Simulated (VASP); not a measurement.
Input of a VASP 6.6.1 run:

Contents of INCAR:

```
SYSTEM = Os
PREC = Accurate
ENCUT = 600
EDIFF = 1E-6
ISMEAR = -1
SIGMA = 0.05
LREAL = .FALSE.
LASPH = .TRUE.
NELM = 60
ALGO = Normal
ISIF = 3
LWAVE = .FALSE.
LCHARG = .FALSE.
GGA = RE
IVDW = 13
IBRION = 2
NSW = 60
EDIFFG = -0.005
```

The input KPOINTS:

```
regular mesh
0
G
  11 11 6
  0 0 0
```

POSCAR

```
Os
1.0
    2.7341000000      0.0000000000      0.0000000000
   -1.3670500000      2.3678000565      0.0000000000
    0.0000000000      0.0000000000      4.3197000000
Os
2
Direct
    0.6666666667      0.3333333333      0.7500000000
    0.3333333333      0.6666666667      0.2500000000
```

Potentials or basis: VASP PAW PBE potentials, release 64 (Os).

Launch:

```console
$ cat potpaw_PBE.64/Os/POTCAR > POTCAR
$ mpirun -np 1 vasp_std > vasp.out
```

(1) Predict the dispersion energy per atom.

(2) Predict the band gap on the k mesh.

(3) What does it give for the relaxed cell?

## Answers

(1) -1.048 eV.

(2) none (metal or under the smearing width).

(3) a = 2.734 Å, b = 2.734 Å, c = 4.322 Å, α = 90.00°, β = 90.00°, γ = 120.00°.
